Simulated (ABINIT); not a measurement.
C:

```xyz
4
Lattice="1.2280 -2.1271 0.0000 1.2280 2.1271 0.0000 0.0000 0.0000 7.1733" Properties=species:S:1:pos:R:3 pbc="T T T"
C     1.2280   -1.7724    5.4025
C     1.2280    0.3547    1.7708
C     1.2280    1.7724    1.7708
C     1.2280   -0.3547    5.4025
```

This is a stacking variant of graphite.

| Quantity | Value |
| --- | --- |
| Program | ABINIT 10.8.3 (patched build) |
| Task | single point |
| Functional | LDA |
| Potentials or basis | PseudoDojo NC SR LDA v0.4.1 standard |
| Cutoff | 844 eV |
| k mesh | 9 × 9 × 3 |
| Occupations | fermi-dirac, width 0.05 eV |
| Spin | no spin polarisation |

On this cell: largest force 0.027 eV/Å; band gap on the k mesh 0.16 eV.

The same run follows on a disturbed copy (cell strained at random):

```
CELL_PARAMETERS angstrom
1.27297 -2.10576 0.02375
1.23681 2.08489 -0.00734
0.04793 -0.05242 7.12735
ATOMIC_POSITIONS crystal
C 0.91662 0.08338 0.75314
C 0.41662 0.58338 0.24686
C 0.08338 0.91662 0.24686
C 0.58338 0.41662 0.75314
```

Q: What does the disturbed cell give?

A: The energy moves by +20.5 meV/atom; largest force 0.396 eV/Å; band gap on the k mesh 0.16 eV.

Forces on the atoms (eV/Å):
```
C    0.057 -0.392 -0.003
C    0.056 -0.392  0.004
C   -0.057  0.392  0.003
C   -0.056  0.392 -0.004
```

Caveats: an odd mesh through Γ misses points on the zone boundary, where band edges often lie.
